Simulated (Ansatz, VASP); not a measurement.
**Two plane-wave programs on C**

```xyz
1
Lattice="-1.1949 1.1949 1.1949 1.1949 -1.1949 1.1949 1.1949 1.1949 -1.1949" Properties=species:S:1:pos:R:3 pbc="T T T"
C     0.0000    0.0000    0.0000
```

Alike in both runs: task single point; functional LDA; k mesh 21 × 21 × 21; occupations fermi-dirac, width 0.1 eV; no spin polarisation.

|  | VASP | Ansatz |
| --- | --- | --- |
| version | VASP 6.6.1 | Ansatz 0.2.0 |
| potentials or method | VASP PAW LDA potentials, release 64 (C) | plane waves (420 eV) with PAW, scalar-relativistic |
| plane-wave cutoff (eV) | 520 | 420 |
| valence electrons in the cell | 4 | 4 |

|  | VASP | Ansatz | Ansatz less VASP |
| --- | --- | --- | --- |
| pressure (GPa) | -14.6 | -15.1 | -0.48 |

Ansatz warned: «pseudo_functional_mismatch».
